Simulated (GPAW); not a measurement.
Ta:

```xyz
2
Lattice="2.9004 0.0000 0.0000 -1.4502 2.5118 0.0000 0.0000 0.0000 5.1663" Properties=species:S:1:pos:R:3 pbc="T T T"
Ta    0.0000    1.6745    1.2916
Ta    1.4502    0.8373    3.8747
```

This isn't the form of Ta at room conditions, which is bcc.

| Property | Result |
| --- | --- |
| Program | GPAW 26.7.0 |
| Task | single point |
| Functional | PBEsol |
| Potentials or basis | PAW data sets generated in the run's folder for this functional |
| Cutoff | 600 eV |
| Basis | pw |
| k mesh | 11 × 11 × 5 |
| Occupations | fermi-dirac, width 0.05 eV |
| Spin | no spin polarisation |

On this cell: pressure -7.1 GPa; largest force under 0.003 eV/Å; band gap on the k mesh none (metal or under the smearing width).

The same run follows on a disturbed copy (atoms moved at random, drawn with an rms of 0.05 Å):

```
CELL_PARAMETERS angstrom
2.90037 0.00000 0.00000
-1.45019 2.51180 0.00000
0.00000 0.00000 5.16627
ATOMIC_POSITIONS crystal
Ta 0.33032 0.67247 0.24286
Ta 0.66260 0.32497 0.75926
```

Q: What changes?

A: The energy (extrapolated to zero smearing) moves by +18.3 meV/atom; pressure -6.6 GPa; largest force 0.893 eV/Å; band gap on the k mesh none (metal or under the smearing width).

Forces on the atoms (eV/Å):
```
Ta  -0.023  0.039  0.892
Ta   0.023 -0.039 -0.892
```

Stress tensor (GPa, compression positive):
```
-7.92  0.29 -0.07
 0.29 -6.56  0.13
-0.07  0.13 -5.19
```
